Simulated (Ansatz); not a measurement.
# Te2Mo: the cost of one run

Program: Ansatz 0.2.0. Level of theory: DFT PBEsol, scalar-relativistic, plane waves, PAW. These are calculated values, not measurements.

1 further run of the same task is left out (set aside as unsound or not needed).

**1. The structure to begin with**

It takes space group Pmn2_1 (No. 31, orthorhombic). The conventional cell has a = 3.470 Å, b = 6.333 Å, c = 13.274 Å, α = 90.00°, β = 90.00°, γ = 90.00°. Mo (site symmetry m) has 6 Te at 2.70 to 2.80 Å and 2 Mo at 2.88 Å as nearest neighbours. Mo (site symmetry m) is surrounded by 6 Te at 2.71 to 2.80 Å and 2 Mo at 2.88 Å. Te (site symmetry m) is surrounded by 3 Mo at 2.70 to 2.71 Å. Te (site symmetry m) is surrounded by 3 Mo at 2.78 to 2.80 Å. Te (site symmetry m) has 3 Mo at 2.79 to 2.80 Å as nearest neighbours.

Structure file:

```cif
data_structure
_symmetry_space_group_name_H-M 'Pmn2_1'
_symmetry_Int_Tables_number 31
_cell_length_a 3.4699
_cell_length_b 6.3327
_cell_length_c 13.2738
_cell_angle_alpha 90.000
_cell_angle_beta 90.000
_cell_angle_gamma 90.000
_cell_volume 291.67
loop_
_atom_site_label
_atom_site_type_symbol
_atom_site_symmetry_multiplicity
_atom_site_Wyckoff_symbol
_atom_site_fract_x
_atom_site_fract_y
_atom_site_fract_z
_atom_site_occupancy
Mo1 Mo 2 a 0.00000 0.60459 0.50029 1
Mo2 Mo 2 a 0.00000 0.03323 0.01491 1
Te1 Te 2 a 0.00000 0.86012 0.66277 1
Te2 Te 2 a 0.00000 0.64281 0.11419 1
Te3 Te 2 a 0.00000 0.29286 0.85254 1
Te4 Te 2 a 0.00000 0.21447 0.40050 1
```

This cell was relaxed beforehand with the same method: volume 24.31 Å³/atom, gap on the mesh none (metal).

**2. The cell under PBEsol**

input.yaml

```yaml
crystal:
  lattice:
    - [3.4699032001, 0.0, 0.0]
    - [0.0, 6.3326660056, 0.0]
    - [0.0, 0.0, 13.2737888585]
  atoms:
    - { symbol: Mo, position: [0.0, 0.6045886915, 0.5002887474] }
    - { symbol: Mo, position: [0.5, 0.3954113085, 0.0002887474] }
    - { symbol: Mo, position: [0.0, 0.0332266696, 0.014908048] }
    - { symbol: Mo, position: [0.5, 0.9667733304, 0.514908048] }
    - { symbol: Te, position: [0.0, 0.8601168029, 0.6627728029] }
    - { symbol: Te, position: [0.5, 0.1398831971, 0.1627728029] }
    - { symbol: Te, position: [0.0, 0.6428119173, 0.1141870901] }
    - { symbol: Te, position: [0.5, 0.3571880827, 0.6141870901] }
    - { symbol: Te, position: [0.0, 0.2928601826, 0.8525393495] }
    - { symbol: Te, position: [0.5, 0.7071398174, 0.3525393495] }
    - { symbol: Te, position: [0.0, 0.2144742588, 0.4005039621] }
    - { symbol: Te, position: [0.5, 0.7855257412, 0.9005039621] }
basis:
  ecutwfc: 420
kpoints:
  mp_grid: { grid: [10, 6, 4] }
hamiltonian:
  xc: pbesol
scf:
  occupations: { method: gaussian, width: 0.1 }
output:
  forces: true
  stress: true
  eigenvalues: true
relax:
  adjacent_minimum: "off"
  f_tol: 0.005
  max_steps: 50
  cell: { stress_tol: 0.05 }
```

The run is started by

```sh
$ ansatz run input.yaml --threads 8 --pin off --max-ram 22528MiB --backend cpu --events-out ev --progress --plain --runs-dir out
```

Q: Estimate wall time and peak memory on 8 threads of Arm Neoverse V1, shared host.

About 6.8 min, with a peak of 2.7 GiB.
